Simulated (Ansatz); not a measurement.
Fluorite SrF2, treated with HSE06 in Ansatz (PAW).

Settings: plane-wave cutoff 460 eV, 8×8×8 k mesh, Fermi–Dirac smearing 0.01 eV, scalar-relativistic PAW data made under PBE.

The cell has the measured lattice: a = b = c = 5.800 Å, α = β = γ = 90.00°.

Q: What does this level give for the band gap and smallest direct gap on the k points sampled?

A: 
- band gap = 9.00 eV (on the SCF k mesh)
- smallest direct gap on the k points sampled = 9.09 eV

Measured, for comparison: band gap 11.1 eV (temperature not stated, no zero-point or thermal correction; as tabulated in Aguado et al. (1999), arXiv:cond-mat/9901145).

Note: cell and atoms aren't relaxed at this level (pressure 0.4 GPa).

Spin–orbit coupling is not included.

Ansatz is a quantum-chemistry and plane-wave program.
